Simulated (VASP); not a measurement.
Hf, 3 atoms in the cell. The cell holds a slab with vacuum, 3 atoms: a = 3.131 Å, b = 3.131 Å, c = 25.015 Å, α = 90.00°, β = 90.00°, γ = 120.00°. The cell was built by a generator and needn't be a form met in nature.

```yaml
Program: VASP 6.6.1
Task: single point
Functional: PBEsol
Dispersion: D4
Potentials_or_basis: VASP PAW PBE potentials, release 64 (Hf_pv)
Cutoff: 520 eV
k_mesh: 12 × 12 × 1
Occupations: methfessel-paxton, width 0.1 eV
Spin: no spin polarisation
Dipole_correction: yes
Further_INCAR_settings: ALGO = Fast; EDIFF = 1e-06; NBANDS = 22
```

Potentials or basis: VASP PAW PBE potentials, release 64 (Hf_pv).

The run is started by

```bash
$ cat potpaw_PBE.64/Hf_pv/POTCAR > POTCAR
$ mpirun -np 1 vasp_std > vasp.out
```

Hardware: 1 thread of Intel(R) Xeon(R) 6975P-C (Granite Rapids), with other jobs on the host.

Task: Estimate the wall time of this run.

Result: It took 86 s on 1 thread of Intel(R) Xeon(R) 6975P-C (Granite Rapids) (shared host), peak memory 0.34 GiB. Counts: scf iterations 32, k points 19.
